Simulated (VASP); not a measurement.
# InP (F-43m) in VASP: a series of runs

One crystal, InP, is run at these levels: PBE; tasks: single point.

All numbers are computed with VASP 6.6.1; they aren't measurements. Logs are shortened: lines on timing, memory, paths and dates and some standing lists are left out, and cuts for length are marked.

**1. The undisturbed crystal**

It takes space group F-43m (No. 216, cubic). The conventional cell has a = 5.861 Å, b = 5.861 Å, c = 5.861 Å, α = 90.00°, β = 90.00°, γ = 90.00°. In (site symmetry -43m) is surrounded by 4 P at 2.54 Å. P (site symmetry -43m) is surrounded by 4 In at 2.54 Å.

**2. Single point, PBE (grid = ENCUT=400 dk=0.6 cell=2x2x1 ISMEAR=0 SIGMA=0.05 LREAL=Auto EDIFF=1e-06)**

INCAR

```
SYSTEM = InP
PREC     = Accurate       ! precision mode
ENCUT    = 400            ! plane-wave cutoff, eV
EDIFF    = 1E-6           ! SCF threshold, eV
ISMEAR   = 0              ! smearing method
SIGMA    = 0.05           ! smearing width, eV
LREAL    = Auto         
LASPH    = .True.         ! aspherical terms in the spheres
NELM     = 120            ! most SCF steps
ALGO     = Fast           ! electronic algorithm
ISIF     = 2              ! what is computed and relaxed
LWAVE    = .False.        ! write WAVECAR
LCHARG   = .False.        ! write CHGCAR
GGA      = PE             ! functional
NBANDS   = 44             ! bands
```

KPOINTS

```
Automatic mesh
0
Gamma
  4 4 4
  0 0 0
```

POSCAR

```
InP
1.0
    0.0000000000      5.8610000000      5.8610000000
    5.8610000000      0.0000000000      5.8610000000
    2.9305000000      2.9305000000      0.0000000000
P In
4 4
Direct
    0.0000000000      0.0000000000      0.0000000000
    0.3750000000      0.3750000000      0.7500000000
    0.8750000000      0.3750000000      0.7500000000
    0.8750000000      0.8750000000      0.7500000000
    0.0000000000      0.5000000000      0.0000000000
    0.5000000000      0.0000000000      0.0000000000
    0.5000000000      0.5000000000      0.0000000000
    0.3750000000      0.8750000000      0.7500000000
```

Potentials or basis: VASP PAW PBE potentials, release 64 (P, In_d).

Started as:

```console
$ cat potpaw_PBE.64/P/POTCAR potpaw_PBE.64/In_d/POTCAR > POTCAR
$ mpirun -np 1 vasp_std > vasp.out
```

OUTCAR:

```text
SYSTEM = InP
   PREC = Accurate
   ENCUT = 400
   EDIFF = 1E-6
   ISMEAR = 0
   LREAL = Auto
   LASPH = .True.
   NELM = 120
   ISIF = 2
   GGA = PE

 Found     30 irreducible k-points:

 Following reciprocal coordinates:
            Coordinates               Weight
  0.000000  0.000000  0.000000      1.000000
  0.250000  0.000000  0.000000      2.000000
  0.000000 -0.250000  0.000000      2.000000
  0.500000  0.000000  0.000000      1.000000
  0.000000  0.500000  0.000000      1.000000
  0.250000  0.250000  0.000000      2.000000
   k-points           NKPTS =     30   k-points in BZ     NKDIM =     30   number of bands    NBANDS=     44
   number of dos      NEDOS =    301   number of ions     NIONS =      8
   total plane-waves  NPLWV =  81648
   dimension x,y,z NGX =    54 NGY =   54 NGZ =   28
   dimension x,y,z NGXF=   108 NGYF=  108 NGZF=   56
   ions per type =               4   4
   NGX,Y,Z   is equivalent  to a cutoff of  10.83, 10.83, 11.23 a.u.
   NGXF,Y,Z  is equivalent  to a cutoff of  21.66, 21.66, 22.46 a.u.
 SYSTEM =  InP
   PREC   = accura    normal or accurate (medium, high low for compatibility)
   ISTART =      0    job   : 0-new  1-cont  2-samecut
   ICHARG =      2    charge: 1-file 2-atom 10-const
   ISPIN  =      1    spin polarized calculation?
   LNONCOLLINEAR =      F non collinear calculations
   LSORBIT =      F    spin-orbit coupling
   LASPH  =      T    aspherical Exc in radial PAW
   ENCUT  =  400.0 eV  29.40 Ry    5.42 a.u.  13.52 13.52  6.76*2*pi/ulx,y,z
   NELM   =    120;   NELMIN=  2; NELMDL= -5     # of ELM steps
   EDIFF  = 0.1E-05   stopping-criterion for ELM
   LREAL  =      T    real-space projection
   EDIFFG = 0.1E-04   stopping-criterion for IOM
   NSW    =      0    number of steps for IOM
   IBRION =     -1    ionic relax: 0-MD 1-quasi-New 2-CG
   NFREE  =      0    steps in history (QN), initial steepest desc. (CG)
   ISIF   =      2    stress and relaxation
   ISYM   =      2    0-nonsym 1-usesym 2-fastsym
   POTIM  = 0.5000    time-step for ionic-motion
   TEBEG  =    0.0;   TEEND  =   0.0 temperature during run
   PSTRESS=    0.0 pullay stress
   NELECT =      72.0000    total number of electrons
   NUPDOWN=      -1.0000    fix difference up-down
   EMIN   =  10.00;   EMAX   =-10.00  energy-range for DOS
   EFERMI =   0.00;   METHOD = LEGACY
   ISMEAR =     0;   SIGMA  =   0.05  broadening in eV -4-tet -1-fermi 0-gaus
   EFERMI_NEDOS =   21; number of points for ismear=-14 and -15
   IALGO  =     68    algorithm
   IMIX   =      4    mixing-type and parameters
     AMIX     =   0.40;   BMIX     =  1.00
     AMIX_MAG =   1.60;   BMIX_MAG =  1.00
  volume/ion in A,a.u.               =      25.17       169.83
  Fermi-wavevector in a.u.,A,eV,Ry     =   1.162021  2.195901 18.371846  1.350293
  Thomas-Fermi vector in A             =   2.298587
   LORBIT       =      0    0 simple, 1 ext, 2 COOP (PROOUT), +10 PAW based schemes
   GGA     = PE    functional components
   LHFCALC =     F    Hartree Fock is set to
   AEXX    =    0.0000 exact exchange contribution
   IVDW    =     0    specifies the selected vdW correction
   LEPSILON=     F    determine dielectric tensor
   LRPA    =     F    only Hartree local field effects (RPA)
 non-spin polarized calculation
 RMM-DIIS sequential band-by-band and
 Gauss-broadening in eV      SIGMA  =   0.05
  energy-cutoff  :      400.00
  volume of cell :      201.33
 maximum number of plane-waves:      3699
   NGX = 27   NGY = 27   NGZ = 13

 number of electron      72.0000018 magnetization

 Free energy of the ion-electron system (eV)
  ---------------------------------------------------
  ext. energy  EPLUGINS =         0.00000000
  ---------------------------------------------------
  free energy    TOTEN  =       -30.00275089 eV

  energy without entropy =      -29.99962180  energy(sigma->0) =      -30.00118635

 E-fermi :   5.7956     XC(G=0):  -9.3350

 val. band max:        5.7918143805   @ k =   0.5000   0.0000   0.5000
 cond. band min:       5.8143924340   @ k =   0.2500   0.2500   0.5000
 fundamental gap:      0.0225780535
 Fermi energy:         5.7955735504

 k-point     1 :       0.0000    0.0000    0.0000
  band No.  band energies     occupation
      1      -9.5162      2.00000
      2      -9.3929      2.00000
      3      -9.2913      2.00000
      4      -9.2325      2.00000
      5      -9.2061      2.00000
      6      -9.1597      2.00000
[... 36 lines left out ...]
     43       8.5112      0.00000
     44       9.7764      0.00000

 k-point     2 :       0.2500    0.0000    0.0000
  band No.  band energies     occupation
      1      -9.5161      2.00000
      2      -9.3921      2.00000
      3      -9.2862      2.00000
      4      -9.2357      2.00000
      5      -9.2036      2.00000
      6      -9.1589      2.00000
[... 36 lines left out ...]
     43       8.9085      0.00000
     44       9.5901      0.00000

 k-point     3 :       0.0000   -0.2500    0.0000
  band No.  band energies     occupation
      1      -9.5174      2.00000
      2      -9.3958      2.00000
      3      -9.2920      2.00000
      4      -9.2250      2.00000
      5      -9.2063      2.00000
      6      -9.1598      2.00000
[... 36 lines left out ...]
     43       8.7464      0.00000
     44       9.7723      0.00000

 k-point     4 :       0.5000    0.0000    0.0000
  band No.  band energies     occupation
      1      -9.5160      2.00000
      2      -9.3913      2.00000
      3      -9.2804      2.00000
      4      -9.2397      2.00000
      5      -9.2009      2.00000
      6      -9.1580      2.00000
[... 36 lines left out ...]
     43       9.6392      0.00000
     44      10.0101      0.00000

 k-point     5 :       0.0000    0.5000    0.0000
  band No.  band energies     occupation
      1      -9.5186      2.00000
      2      -9.3985      2.00000
      3      -9.2931      2.00000
      4      -9.2162      2.00000
      5      -9.2075      2.00000
      6      -9.1598      2.00000
[... 36 lines left out ...]
     43       9.6148      0.00000
     44       9.9659      0.00000

 k-point     6 :       0.2500    0.2500    0.0000
  band No.  band energies     occupation
      1      -9.5173      2.00000
      2      -9.3967      2.00000
      3      -9.2885      2.00000
      4      -9.2261      2.00000
      5      -9.2056      2.00000
      6      -9.1589      2.00000
[... 36 lines left out ...]
     43       8.9335      0.00000
     44       9.6259      0.00000

 [... further k-points ...]

------------------------ aborting loop because EDIFF is reached ----------------------------------------

  FORCE on cell =-STRESS in cart. coord.  units (eV):
  Direction    XX          YY          ZZ          XY          YZ          ZX
  --------------------------------------------------------------------------------------
  -------------------------------------------------------------------------------------
  Total        6.7513609      6.7513609      7.1714343      0.1110611     -0.7434788      0.7434787
  in kB       53.7262763     53.7262763     57.0691552      0.8838070     -5.9164885      5.9164875
  external PRESSURE =      54.8405693 kB  Pullay stress =       0.0000000 kB

 VOLUME and BASIS-vectors are now :
 -----------------------------------------------------------------------------
  energy-cutoff  :      400.00
  volume of cell :      201.33
      direct lattice vectors                 reciprocal lattice vectors
     0.000000000  5.861000000  5.861000000    -0.085309674  0.085309674  0.085309674
     5.861000000  0.000000000  5.861000000     0.085309674 -0.085309674  0.085309674
     2.930500000  2.930500000  0.000000000     0.170619348  0.170619348 -0.170619348

 POSITION                                       TOTAL-FORCE (eV/Angst)
 -----------------------------------------------------------------------------------
      0.00000      0.00000      0.00000         0.595740     -0.595740     -0.850353
      4.39575      4.39575      4.39575        -0.144134      0.144134     -0.042530
      4.39575      7.32625      7.32625        -0.673913      0.673913     -1.009309
      7.32625      7.32625     10.25675         0.245430     -0.245430      1.809858
      2.93050      0.00000      2.93050        -0.428932      0.428932      0.256256
      0.00000      2.93050      2.93050         0.304747     -0.304747      2.165354
      2.93050      2.93050      5.86100        -0.786417      0.786417     -1.269123
      7.32625      4.39575      7.32625         0.887479     -0.887479     -1.060152
 -----------------------------------------------------------------------------------
    total drift:                               -0.000070      0.000099     -0.003137

  FREE ENERGIE OF THE ION-ELECTRON SYSTEM (eV)
  ---------------------------------------------------
  free  energy   TOTEN  =       -30.0027508928 eV

  energy  without entropy=      -29.9996218015  energy(sigma->0) =      -30.00118635
```

Wall time 4.7 min (1 thread of AMD EPYC 9R14 (Zen 4), shared host); peak memory 0.29 GiB.

These settings aren't checked as converged: the numbers below hold their error.

What came out:

- Free energy: -30.0028 eV
- Pressure: 5.5 GPa
- Largest force: 2.208 eV/Å
- Band gap on the k mesh: none (metal or under the smearing width)

Caveat: the k mesh is coarse (spacing up to 0.46 Å⁻¹), so the values aren't converged.

**3. Single point, PBE (grid = ENCUT=280 dk=0.45 cell=2x2x1 ISMEAR=0 SIGMA=0.05 LREAL=Auto EDIFF=1e-06)**

Edit INCAR of step 2 so:

```diff
@@ -2,3 +2,3 @@
 PREC     = Accurate       ! precision mode
-ENCUT    = 400            ! plane-wave cutoff, eV
+ENCUT    = 280            ! plane-wave cutoff, eV
 EDIFF    = 1E-6           ! SCF threshold, eV
```

KPOINTS

```
Automatic mesh
0
Gamma
  5 5 5
  0 0 0
```

POSCAR is that of step 2.

Potentials or basis: VASP PAW PBE potentials, release 64 (P, In_d).

Started as:

```console
$ cat potpaw_PBE.64/P/POTCAR potpaw_PBE.64/In_d/POTCAR > POTCAR
$ mpirun -np 1 vasp_std > vasp.out
```

It took 3.9 min on 1 thread of AMD EPYC 9R14 (Zen 4), shared host; peak memory 0.24 GiB.

These settings aren't checked as converged: the numbers below hold their error.

Results:

| Quantity | Value |
| --- | --- |
| Free energy | -29.9436 eV |
| Largest force | 2.135 eV/Å |
| Band gap on the k mesh | none (metal or under the smearing width) |

Caveat: the k mesh is coarse (spacing up to 0.37 Å⁻¹), so the values aren't converged; the cutoff is under 1.25 times the usual one of these potentials, so pressure, stress and relaxed cells hold a basis-set (Pulay) error.

**4. The reference run**

An earlier run on the cell as given: functional PBEsol; potentials or basis VASP PAW PBE potentials, release 64 (In_d, P); cutoff 520 eV; k mesh 8 × 8 × 8; occupations fermi-dirac, width 0.05 eV; no spin polarisation.

- Pressure: 0.6 GPa
- Band gap on the k mesh: 0.61 eV, direct
